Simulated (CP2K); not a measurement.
# CdSe: equation of state with LDA

CdSe:

```
CELL_PARAMETERS angstrom
4.34202 0.00000 0.00000
2.17101 3.76030 0.00000
2.17101 1.25343 3.54524
ATOMIC_POSITIONS crystal
Cd 0.00000 0.00000 0.00000
Se 0.25000 0.25000 0.25000
```

Measurements of this composition are mostly on another form, of space group No. 186.

```yaml
Program: CP2K 2026.2
Task: equation of state
Functional: LDA
Potentials_or_basis: GTH_POTENTIALS Cd GTH-PADE-q12, Se GTH-PADE-q6; TZVP-MOLOPT-PBE-GTH basis
Density_cutoff: 6123 eV
k_mesh: 8 × 8 × 8
Occupations: fermi-dirac, width 0.01 eV
Spin: no spin polarisation
```

* Equilibrium volume: 27.38 Å³/atom
* Bulk modulus: 58 GPa
* Pressure derivative of the bulk modulus: 4.7

Energy against volume, from the lowest point:
```
volume (Å³/atom)  energy (meV/atom)
          27.206               0.00
          27.784               0.84
          28.363               5.76
          28.942              14.30
          29.521              26.06
          30.100              40.66
          30.679              57.77
```

All runs of the series together: 2.4 min on 2 threads of Intel(R) Xeon(R) Platinum 8488C (Sapphire Rapids), with other jobs on the host.

Caveat: the basis of atomic orbitals isn't converged, which shifts pressures, moduli and gaps.
